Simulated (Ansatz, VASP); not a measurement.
Ni: VASP beside Ansatz

```
Ni
1.0
     0.00000    1.76194    1.76194
     1.76194    0.00000    1.76194
     1.76194    1.76194    0.00000
Ni
1
Direct
  0.00000 0.00000 0.00000
```

Alike in both runs: task single point; functional PBE; k mesh 22 × 22 × 22; occupations gaussian, width 0.05 eV; collinear spin.

```csv
,VASP,Ansatz
version,VASP 6.6.1,Ansatz 0.2.0
potentials or method,"VASP PAW PBE potentials, release 64 (Ni)","scalar-relativistic, plane waves, PAW"
plane-wave cutoff (eV),520,420
valence electrons in the cell,10,18
```

Ansatz gave:

- gap on the k mesh at the Fermi level (eV): none
- pressure (GPa): -0.9
- net moment per atom (μB): 0.65
- size of the moment on the site where the two differ most (μB): 0.69

**Question.** Which values does VASP return?

**Answer.** gap on the k mesh at the Fermi level (eV): none; pressure (GPa): -1.3; net moment per atom (μB): 0.65; size of the moment on the site where the two differ most (μB): 0.66.

Site moments also hang on the region over which each program counts them. A gap of «none» marks a metal or a gap that the smearing closes. The two sets of potentials don't hold the same shells in valence.
